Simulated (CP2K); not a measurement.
# ZnS (Wurtzite-6H) (P6_3mc) in CP2K: notebook

The runs below take ZnS (Wurtzite-6H) through atomic charges, with PBE.

Everything below comes from runs of CP2K 2026.2. Logs are shortened: lines on timing, memory, paths and dates and some standing lists are left out, and cuts for length are marked.

**What was measured.**

From a printed reference work, monograph, for a bulk crystal of ZnS at 4 K: band gap 3.911 eV (direct).

The results are compared with them further down.

### Step 1. Starting point

The structure is hexagonal, space group P6_3mc (No. 186). The conventional cell has a = 3.812 Å, b = 3.812 Å, c = 18.690 Å, α = 90.00°, β = 90.00°, γ = 120.00°. Zn (site symmetry 3m) has 4 S at 2.33 to 2.34 Å as nearest neighbours. Zn (site symmetry 3m) is surrounded by 4 S at 2.33 to 2.34 Å. Zn (site symmetry 3m) is surrounded by 4 S at 2.33 to 2.34 Å. Around S (site symmetry 3m) lie 4 Zn at 2.33 to 2.34 Å. S (site symmetry 3m) has 4 Zn at 2.33 to 2.34 Å as nearest neighbours. S (site symmetry 3m) has 4 Zn at 2.33 to 2.34 Å as nearest neighbours.

### Step 2. Atomic charges, PBE

zns_charges.inp reads:

```
&GLOBAL
  PROJECT zns_charges
  RUN_TYPE ENERGY_FORCE
  PRINT_LEVEL LOW
&END GLOBAL
&FORCE_EVAL
  METHOD QS
  STRESS_TENSOR ANALYTICAL
  &DFT
    BASIS_SET_FILE_NAME BASIS_MOLOPT_UCL
    BASIS_SET_FILE_NAME BASIS_MOLOPT
    POTENTIAL_FILE_NAME GTH_POTENTIALS
    &MGRID
      CUTOFF 450
      REL_CUTOFF 60
      NGRIDS 4
    &END MGRID
    &QS
      METHOD GPW
      EPS_DEFAULT 1.0E-9
    &END QS
    &KPOINTS
      SCHEME MONKHORST-PACK 6 6 2
      GAMMA_CENTERED T
      SYMMETRY T
      SYMMETRY_BACKEND SPGLIB
    &END KPOINTS
    &SCF
      SCF_GUESS ATOMIC
      EPS_SCF 1.0E-6
      MAX_SCF 100
      ADDED_MOS 30
      CHOLESKY OFF
      EPS_EIGVAL 1.0E-7
      &DIAGONALIZATION ON
        ALGORITHM STANDARD
      &END DIAGONALIZATION
      &MIXING ON
        METHOD BROYDEN_MIXING
        ALPHA 0.4
        BETA 1.5
        NBUFFER 8
      &END MIXING
      &SMEAR ON
        METHOD FERMI_DIRAC
        ELECTRONIC_TEMPERATURE 580.23
      &END SMEAR
    &END SCF
    &XC
      &XC_FUNCTIONAL PBE
      &END XC_FUNCTIONAL
    &END XC
    &PRINT
      &KPOINTS ON
      &END KPOINTS
      &MULLIKEN ON
      &END MULLIKEN
      &MO ON
        ENERGIES T
        OCCUPATION_NUMBERS T
        &EACH
          QS_SCF 0
        &END EACH
        ADD_LAST NUMERIC
      &END MO
      &LOWDIN ON
      &END LOWDIN
      &HIRSHFELD ON
        SHAPE_FUNCTION GAUSSIAN
      &END HIRSHFELD
      &VORONOI ON
        VORONOI_RADII UNITY
      &END VORONOI
    &END PRINT
  &END DFT
  &SUBSYS
    &CELL
      ABC 3.8120000000 3.8120000000 18.6899900000
      ALPHA_BETA_GAMMA 90.0000000000 90.0000000000 120.0000000002
      PERIODIC XYZ
    &END CELL
    &COORD
      SCALED
      Zn  0.3333333333 0.6666666667 0.8333300000
      Zn  0.6666666667 0.3333333333 0.3333300000
      Zn  0.6666666667 0.3333333333 0.6666700000
      Zn  0.3333333333 0.6666666667 0.1666700000
      Zn  0.0000000000 0.0000000000 0.5000000000
      Zn  0.0000000000 0.0000000000 0.0000000000
      S   0.3333333333 0.6666666667 0.9583300000
      S   0.6666666667 0.3333333333 0.4583300000
      S   0.6666666667 0.3333333333 0.7916700000
      S   0.3333333333 0.6666666667 0.2916700000
      S   0.0000000000 0.0000000000 0.6250000000
      S   0.0000000000 0.0000000000 0.1250000000
    &END COORD
    &KIND Zn
      BASIS_SET TZVP-MOLOPT-SR-GTH-q12
      POTENTIAL GTH-PBE-q12
    &END KIND
    &KIND S
      BASIS_SET TZVP-MOLOPT-GTH-q6
      POTENTIAL GTH-PBE-q6
    &END KIND
    &PRINT
      &ATOMIC_COORDINATES ON
      &END ATOMIC_COORDINATES
      &CELL ON
      &END CELL
      &SYMMETRY ON
      &END SYMMETRY
    &END PRINT
  &END SUBSYS
  &PRINT
    &FORCES ON
    &END FORCES
    &STRESS_TENSOR ON
    &END STRESS_TENSOR
  &END PRINT
&END FORCE_EVAL
```

Potentials or basis: GTH_POTENTIALS Zn GTH-PBE-q12, S GTH-PBE-q6; TZVP-MOLOPT-SR-GTH, TZVP-MOLOPT-GTH basis.

The run is started by

```sh
$ OMP_NUM_THREADS=1 cp2k.psmp -i zns_charges.inp -o zns_charges.out
```

zns_charges.out:

```text

 CP2K| version string:                                       CP2K version 2026.2
 CP2K| Input file name                                           zns_charges.inp

 GLOBAL| Force Environment number                                              1
 GLOBAL| Basis set file name                                    BASIS_MOLOPT_UCL
 GLOBAL| Potential file name                                      GTH_POTENTIALS
 GLOBAL| MM Potential file name                                     MM_POTENTIAL
 GLOBAL| Coordinate file name                                      __STD_INPUT__
 GLOBAL| Method name                                                        CP2K
 GLOBAL| Project name                                                zns_charges
 GLOBAL| Run type                                                   ENERGY_FORCE
 GLOBAL| FFT library                                                       FFTW3
[... 8 lines left out ...]
 GLOBAL| CPU model name                                                  UNKNOWN

 CELL| Volume [angstrom^3]:                                           235.204423
 CELL| Vector a [angstrom]:       3.812     0.000     0.000   |a| =     3.812000
 CELL| Vector b [angstrom]:      -1.906     3.301     0.000   |b| =     3.812000
 CELL| Vector c [angstrom]:       0.000     0.000    18.690   |c| =    18.689990
 CELL| Angle (b,c), alpha [degree]:                                    90.000000
 CELL| Angle (a,c), beta  [degree]:                                    90.000000
 CELL| Angle (a,b), gamma [degree]:                                   120.000000
 CELL| Numerically orthorhombic:                                              NO
 CELL| Periodicity                                                           XYZ

 CELL_REF| Volume [angstrom^3]:                                       235.204423
 CELL_REF| Vector a [angstrom     3.812     0.000     0.000   |a| =     3.812000
 CELL_REF| Vector b [angstrom    -1.906     3.301     0.000   |b| =     3.812000
 CELL_REF| Vector c [angstrom     0.000     0.000    18.690   |c| =    18.689990
 CELL_REF| Angle (b,c), alpha [degree]:                                90.000000
 CELL_REF| Angle (a,c), beta  [degree]:                                90.000000
 CELL_REF| Angle (a,b), gamma [degree]:                               120.000000
 CELL_REF| Numerically orthorhombic:                                          NO
 CELL_REF| Periodicity                                                       XYZ
[... 9 lines left out ...]
 TOTAL NUMBERS AND MAXIMUM NUMBERS

  Total number of            - Atomic kinds:                                   2
                             - Atoms:                                         12
                             - Shell sets:                                    12
                             - Shells:                                       102
                             - Primitive Cartesian functions:                 72
                             - Cartesian basis functions:                    348
                             - Spherical basis functions:                    306

  Maximum angular momentum of- Orbital basis functions:                        3
                             - Local part of the GTH pseudopotential:          0
                             - Non-local part of the GTH pseudopotential:      4

 MODULE QUICKSTEP: ATOMIC COORDINATES IN ANGSTROM

   Atom Kind Element         X             Y             Z       Z(eff)     Mass
      1    1 Zn   30     -0.000000      2.200859     15.574929  12.0000  65.3800
      2    1 Zn   30      1.906000      1.100430      6.229934  12.0000  65.3800
      3    1 Zn   30      1.906000      1.100430     12.460056  12.0000  65.3800
      4    1 Zn   30     -0.000000      2.200859      3.115061  12.0000  65.3800
      5    1 Zn   30      0.000000      0.000000      9.344995  12.0000  65.3800
      6    1 Zn   30      0.000000      0.000000      0.000000  12.0000  65.3800
      7    2 S    16     -0.000000      2.200859     17.911178   6.0000  32.0650
      8    2 S    16      1.906000      1.100430      8.566183   6.0000  32.0650
      9    2 S    16      1.906000      1.100430     14.796304   6.0000  32.0650
     10    2 S    16     -0.000000      2.200859      5.451309   6.0000  32.0650
     11    2 S    16      0.000000      0.000000     11.681244   6.0000  32.0650
     12    2 S    16      0.000000      0.000000      2.336249   6.0000  32.0650

 Crystal Symmetry Information
       International Symbol:                                              P6_3mc
       Point Group Symbol:                                                   6mm
       Schoenflies Symbol:                                                 C6v^4
       Number of Symmetry Operations:                                         12

 SCF PARAMETERS         Density guess:                                    ATOMIC
[... 92 lines left out ...]
[... 30 lines left out ...]
       1     Zn       1         11.712632                              0.287368
       2     Zn       1         11.712632                              0.287368
       3     Zn       1         11.705897                              0.294103
       4     Zn       1         11.705897                              0.294103
       5     Zn       1         11.690487                              0.309513
       6     Zn       1         11.690487                              0.309513
       7     S        2          6.302381                             -0.302381
       8     S        2          6.302380                             -0.302380
       9     S        2          6.288746                             -0.288746
      10     S        2          6.288746                             -0.288746
      11     S        2          6.299859                             -0.299859
      12     S        2          6.299858                             -0.299858
 # Total charge                            108.000000                  0.000000

 !-----------------------------------------------------------------------------!

 !-----------------------------------------------------------------------------!
                           Hirshfeld Charges

  #Atom  Element  Kind  Ref Charge     Population                    Net charge
      1       Zn     1      12.000         13.114                        -1.114
      2       Zn     1      12.000         13.114                        -1.114
      3       Zn     1      12.000         13.119                        -1.119
      4       Zn     1      12.000         13.119                        -1.119
      5       Zn     1      12.000         13.109                        -1.109
      6       Zn     1      12.000         13.109                        -1.109
      7       S      2       6.000          4.885                         1.115
      8       S      2       6.000          4.885                         1.115
      9       S      2       6.000          4.886                         1.114
     10       S      2       6.000          4.886                         1.114
     11       S      2       6.000          4.887                         1.113
     12       S      2       6.000          4.887                         1.113

  Total Charge                                                            0.000
 !-----------------------------------------------------------------------------!

 VORONOI| Collecting electron density from MPI ranks and sending to library...
 VORONOI| Voronoi integration finished.

 LOWDIN POPULATION ANALYSIS

 #  Atom  Element  Kind  Atomic population                           Net charge
       1     Zn       1         13.327100                             -1.327100
       2     Zn       1         13.327100                             -1.327100
       3     Zn       1         13.338425                             -1.338425
       4     Zn       1         13.338425                             -1.338425
       5     Zn       1         13.315636                             -1.315636
       6     Zn       1         13.315636                             -1.315636
       7     S        2          4.672127                              1.327873
       8     S        2          4.672127                              1.327873
       9     S        2          4.673355                              1.326645
      10     S        2          4.673355                              1.326645
      11     S        2          4.673357                              1.326643
      12     S        2          4.673357                              1.326643
 # Total charge                            108.000000                  0.000000

 ENERGY| Total FORCE_EVAL ( QS ) energy [hartree]           -424.819510349899986

 FORCES| Atomic forces [hartree/bohr]
 FORCES|   Atom     x               y               z               |f|
 FORCES|      1 -1.30628141E-06  7.72397966E-07  1.06569867E-03   1.06569975E-03
 FORCES|      2  1.30628549E-06 -7.72219936E-07  1.06569727E-03   1.06569835E-03
 FORCES|      3 -1.30270891E-06  7.80327821E-07  1.07782207E-03   1.07782314E-03
 FORCES|      4  1.30272081E-06 -7.80362642E-07  1.07781630E-03   1.07781737E-03
 FORCES|      5  1.32287605E-06 -7.65640758E-07  7.97851603E-04   7.97853067E-04
 FORCES|      6 -1.32283669E-06  7.65642543E-07  7.97857133E-04   7.97858597E-04
 FORCES|      7  1.23871896E-06 -7.28981965E-07 -6.30253306E-04   6.30254945E-04
 FORCES|      8 -1.23880412E-06  7.29130500E-07 -6.30239319E-04   6.30240959E-04
 FORCES|      9  1.24201555E-06 -7.35138691E-07 -1.76519506E-04   1.76525406E-04
 FORCES|     10 -1.24200404E-06  7.35016384E-07 -1.76506283E-04   1.76512183E-04
 FORCES|     11  1.23366189E-06 -7.14148633E-07  4.71613100E-04   4.71615254E-04
 FORCES|     12 -1.23363981E-06  7.13968322E-07  4.71596461E-04   4.71598615E-04
 FORCES| Sum     3.76026391E-12 -9.08882077E-12  5.21243419E-03
 FORCES| Total atomic force                                       5.21243419E-03

 STRESS| Analytical stress tensor [bar]
 STRESS|                        x                   y                   z
 STRESS|      x        2.72145337184E+04   1.70693376702E+00   7.64405968410E-06
 STRESS|      y        1.70693376702E+00   2.72163925101E+04   5.64123275733E-04
 STRESS|      z        7.64405968410E-06   5.64123275733E-04   3.00712128395E+04
 STRESS| 1/3 Trace                                             2.81673796893E+04
 STRESS| Determinant                                           2.22731888901E+13

 STRESS| Eigenvectors and eigenvalues of the analytical stress tensor [bar]
 STRESS|                        1                   2                   3
 STRESS| Eigenvalues   2.72135195609E+04   2.72174066676E+04   3.00712128395E+04
 STRESS|      x           0.859707557478      0.510786565618      0.000000002794
 STRESS|      y          -0.510786565618      0.859707557478      0.000000197605
 STRESS|      z           0.000000098532     -0.000000171310      1.000000000000
```

Wall time 2.6 min (1 thread of Arm Neoverse V2, shared host); peak memory 1.2 GiB.

Results:

* Free energy: -11559.9268 eV
* Pressure: 2.8 GPa
* Band gap on the k mesh: 2.13 eV, direct
* Mulliken charges: Zn +0.29, +0.31; S -0.30, -0.29 e
* Hirshfeld charges: Zn -1.11, -1.12; S +1.11 e
* Voronoi charges: Zn +0.27, +0.23, +0.19, +0.25; S -0.26, -0.24, -0.18, -0.25, -0.27 e

Stress tensor (GPa, compression positive):
```
2.72 0.00 0.00
0.00 2.72 0.00
0.00 0.00 3.01
```

Caveat: Hirshfeld charges from Gaussian shapes aren't those from atomic densities; Mulliken charges move with the basis; the basis of atomic orbitals isn't converged, which shifts pressures, moduli and gaps.

### Step 3. Atomic charges, PBE

zns_charges.inp, as its differences from that of step 2:

```diff
@@ -9,5 +9,4 @@
   &DFT
-    BASIS_SET_FILE_NAME BASIS_MOLOPT_UCL
-    BASIS_SET_FILE_NAME BASIS_MOLOPT
-    POTENTIAL_FILE_NAME GTH_POTENTIALS
+    BASIS_SET_FILE_NAME BASIS_MOLOPT_UZH
+    POTENTIAL_FILE_NAME POTENTIAL_UZH
     &MGRID
@@ -97,3 +96,3 @@
     &KIND Zn
-      BASIS_SET TZVP-MOLOPT-SR-GTH-q12
+      BASIS_SET TZVP-MOLOPT-PBE-GTH-q12
       POTENTIAL GTH-PBE-q12
@@ -101,3 +100,3 @@
     &KIND S
-      BASIS_SET TZVP-MOLOPT-GTH-q6
+      BASIS_SET TZVP-MOLOPT-PBE-GTH-q6
       POTENTIAL GTH-PBE-q6
```

Potentials or basis: POTENTIAL_UZH Zn GTH-PBE-q12, S GTH-PBE-q6; TZVP-MOLOPT-PBE-GTH basis.

The run is started by

```sh
$ OMP_NUM_THREADS=1 cp2k.psmp -i zns_charges.inp -o zns_charges.out
```

Run time: 3.2 min. Hardware: 1 thread of Arm Neoverse V2, shared host; peak memory 1.4 GiB.

The run converged. Its results:

- Free energy: -11565.9095 eV
- Pressure: 2.6 GPa
- Band gap on the k mesh: 2.13 eV, direct
- Mulliken charges: Zn +0.39, +0.40; S -0.40, -0.39 e
- Hirshfeld charges: Zn -1.12, -1.11; S +1.12, +1.11 e
- Voronoi charges: Zn +0.26, +0.23, +0.18, +0.25; S -0.26, -0.24, -0.18, -0.25 e

Stress tensor (GPa, compression positive):
```
2.51 0.00 0.00
0.00 2.51 0.00
0.00 0.00 2.78
```

Levels at points of the mesh, in eV from the valence-band top:
```
           k point  band 52  band 53  band 54  band 55  band 56  band 57
(0.00, 0.00, 0.00)    -0.02     0.00     0.00     2.13     3.19     3.24
(0.00, 0.00, 0.50)    -0.07    -0.07    -0.07     2.61     2.61     3.26
(0.00, 0.50, 0.00)    -1.27    -1.10    -0.89     3.43     3.58     3.62
(0.00, 0.50, 0.50)    -1.23    -1.00    -1.00     3.37     3.37     3.88
```

Caveat: Hirshfeld charges from Gaussian shapes aren't those from atomic densities; Mulliken charges move with the basis; the basis of atomic orbitals isn't converged, which shifts pressures, moduli and gaps.

### Step 4. Atomic charges, PBE

zns_charges.inp, as its differences from that of step 3:

```diff
@@ -96,3 +96,3 @@
     &KIND Zn
-      BASIS_SET TZVP-MOLOPT-PBE-GTH-q12
+      BASIS_SET TZV2P-MOLOPT-PBE-GTH-q12
       POTENTIAL GTH-PBE-q12
@@ -100,3 +100,3 @@
     &KIND S
-      BASIS_SET TZVP-MOLOPT-PBE-GTH-q6
+      BASIS_SET TZV2P-MOLOPT-PBE-GTH-q6
       POTENTIAL GTH-PBE-q6
```

Potentials or basis: POTENTIAL_UZH Zn GTH-PBE-q12, S GTH-PBE-q6; TZV2P-MOLOPT-PBE-GTH basis.

The run is started by

```sh
$ OMP_NUM_THREADS=1 cp2k.psmp -i zns_charges.inp -o zns_charges.out
```

It took 5.4 min on 1 thread of Arm Neoverse V2, shared host; peak memory 2.4 GiB.

Results (log left out):

```
Free energy            : -11566.1059 eV
Pressure               : 2.4 GPa
Band gap on the k mesh : 2.13 eV, direct
Mulliken charges       : Zn +0.46, +0.48, +0.45; S -0.47, -0.46 e
Hirshfeld charges      : Zn -1.11, -1.12; S +1.11 e
Voronoi charges        : Zn +0.27, +0.23, +0.19, +0.26; S -0.26, -0.24, -0.18, -0.27 e
```

Stress tensor (GPa, compression positive):
```
2.31 0.00 0.00
0.00 2.31 0.00
0.00 0.00 2.58
```

Levels at points of the mesh, in eV from the valence-band top:
```
           k point  band 52  band 53  band 54  band 55  band 56  band 57
(0.00, 0.00, 0.00)    -0.02     0.00     0.00     2.13     3.18     3.23
(0.00, 0.00, 0.50)    -0.07    -0.07    -0.07     2.61     2.61     3.25
(0.00, 0.50, 0.00)    -1.27    -1.11    -0.89     3.42     3.56     3.60
(0.00, 0.50, 0.50)    -1.23    -1.00    -1.00     3.35     3.35     3.86
```

Caveat: Hirshfeld charges from Gaussian shapes aren't those from atomic densities; Mulliken charges move with the basis; the basis of atomic orbitals isn't converged, which shifts pressures, moduli and gaps.

### Step 5. Overview

```csv
potentials or basis,gap on the mesh (eV),pressure (GPa)
"GTH_POTENTIALS Zn GTH-PBE-q12, S GTH-PBE-q6; TZVP-MOLOPT-SR-GTH, TZVP-MOLOPT-GTH basis",2.13,2.8
"POTENTIAL_UZH Zn GTH-PBE-q12, S GTH-PBE-q6; TZVP-MOLOPT-PBE-GTH basis",2.13,2.6
"POTENTIAL_UZH Zn GTH-PBE-q12, S GTH-PBE-q6; TZV2P-MOLOPT-PBE-GTH basis",2.13,2.4
```

Alike in all rows: task atomic charges; level PBE; no spin polarisation; cell as given; k mesh 6 × 6 × 2; smearing fermi-dirac 0.05 eV.

Caveats: the basis of atomic orbitals isn't converged, which shifts pressures, moduli and gaps.

Total energies depend on the potentials used, so only differences within one code and one set of settings carry meaning.

### Step 6. Comparison with measurements

Step 2. A measured gap of ZnS is 3.911 eV (direct; 4 K; a printed reference work, monograph); the calculated 2.13 eV misses it by -1.78 eV. The value is that of PBE in an atomic basis (GTH_POTENTIALS Zn GTH-PBE-q12, S GTH-PBE-q6; TZVP-MOLOPT-SR-GTH, TZVP-MOLOPT-GTH basis), whose error adds to the functional's, on a finite k mesh, which can miss the band edges, without temperature or zero-point motion. Semilocal functionals fall short of measured gaps as a rule.

Step 3. Measured gap of ZnS: 3.911 eV (direct; 4 K; a printed reference work, monograph). This calculation gives 2.13 eV (-1.78 eV). The value is that of PBE in an atomic basis (POTENTIAL_UZH Zn GTH-PBE-q12, S GTH-PBE-q6; TZVP-MOLOPT-PBE-GTH basis), whose error adds to the functional's, on a finite k mesh, which can miss the band edges, without temperature or zero-point motion. Semilocal functionals fall short of measured gaps as a rule.

Step 4. A measured gap of ZnS is 3.911 eV (direct; 4 K; a printed reference work, monograph); the calculated 2.13 eV misses it by -1.78 eV. The value is that of PBE in an atomic basis (POTENTIAL_UZH Zn GTH-PBE-q12, S GTH-PBE-q6; TZV2P-MOLOPT-PBE-GTH basis), whose error adds to the functional's, on a finite k mesh, which can miss the band edges, without temperature or zero-point motion. Semilocal functionals fall short of measured gaps as a rule.
